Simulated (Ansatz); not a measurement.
GeSe and a variant

Base: a structure deposited in the COD whose atoms were relaxed with PBE, the cell held.

```yaml
crystal:
  lattice:
    - [10.82000, 0.00000, 0.00000]
    - [0.00000, 3.85000, 0.00000]
    - [0.00000, 0.00000, 4.40000]
  atoms:
    - { symbol: Ge, position: [0.12009, 0.25000, 0.11563] }
    - { symbol: Ge, position: [0.87991, 0.75000, 0.88437] }
    - { symbol: Ge, position: [0.37991, 0.75000, 0.61563] }
    - { symbol: Ge, position: [0.62009, 0.25000, 0.38437] }
    - { symbol: Se, position: [0.85469, 0.25000, 0.49407] }
    - { symbol: Se, position: [0.14531, 0.75000, 0.50593] }
    - { symbol: Se, position: [0.64531, 0.75000, 0.99407] }
    - { symbol: Se, position: [0.35469, 0.25000, 0.00593] }
```

Sites (sets of like atoms) are named by element and the number of their first atom in this list.

Computed with Ansatz: DFT, PBE, plane waves and PAW, scalar-relativistic, 420 eV cutoff, Γ-centred 4×11×10 k-points, Fermi–Dirac smearing 0.02 eV.

(1) Variant: z stretched by 3 %, ions relaxed. What happens to the gradients (10²¹ V/m²)?

Answers

(1) 

```tsv
site	atoms	V_zz base	η base	V_zz variant	η variant
Ge	1, 2, 3, 4	-6.02	0.27	-6.19	0.24
Se	5, 6, 7, 8	-8.74	0.04	-9.87	0.06
```

The largest change of V_zz is on Se, from -8.74 to -9.87. In per cent, |V_zz| changes by +3 on Ge, +13 on Se (all sites that start above 0.5).
